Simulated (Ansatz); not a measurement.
TaS2 under changes of volume

One of the cells (18.984 Å³/atom); the others are scaled copies at fixed shape and fractional positions:

```
CELL_PARAMETERS angstrom
3.35000 0.00000 0.00000
-1.67500 2.90119 0.00000
0.00000 0.00000 5.86000
ATOMIC_POSITIONS crystal
Ta 0.00000 0.00000 0.00000
S 0.66667 0.33333 0.75000
S 0.33333 0.66667 0.25000
```

| Quantity | Value |
| --- | --- |
| Program | Ansatz 0.2.0 |
| Functional | PBE |
| Potentials or basis | all-electron LAPW, scalar-relativistic |
| Cutoff | 282 eV (chosen from the basis error) |
| Basis error allowed | 0.001 eV/atom |
| k mesh | 9 × 9 × 5 |
| Occupations | fermi-dirac, width 0.15 eV |
| Spin | no spin polarisation |
| Hubbard terms | Ta d U = 2 eV |

| volume (Å³/atom) | energy over the lowest point (meV/atom) | pressure (GPa) | largest force (eV/Å) |
| --- | --- | --- | --- |
| 17.845 | 151.06 | 21.4 | 2.422 |
| 18.225 | 105.61 | 17.3 | 2.003 |
| 18.605 | 69.34 | 13.6 | 1.612 |
| 18.984 | 41.37 | 10.3 | 1.248 |
| 19.364 | 20.94 | 7.3 | 0.908 |
| 19.744 | ? | ? | ? |
| 20.123 | 0.00 | 2.0 | 0.296 |

Question: What does the run at 19.744 Å³/atom give?

Answer: Energy over the lowest point 7.36 meV/atom; pressure 4.5 GPa; largest force 0.591 eV/Å.

Worked out: A Birch-Murnaghan fit of order 3 (a polynomial in V^(-2/3)) to the other rows has its minimum at 20.43 Å³/atom, just outside them, with B0 = V·E''(V) = 120 GPa and B' = 4.0 at fixed shape and positions, which overstates the stiffness. It gives 7.33 meV/atom at 19.744 Å³/atom, against the run's 7.36, and -dE/dV = 4.4 GPa, against 4.5.

Energies are extrapolated to zero smearing.

Caveats: U is the effective U less J, on atomic orbitals that reach past the spheres; this functional lacks dispersion, which binds the layers, so the pressure and a relaxed spacing across them are unreliable; U without spin polarisation on a metal has little footing; forces of over 1 eV/Å show positions far from the minimum, so gaps and moduli don't describe the material at rest (some runs).
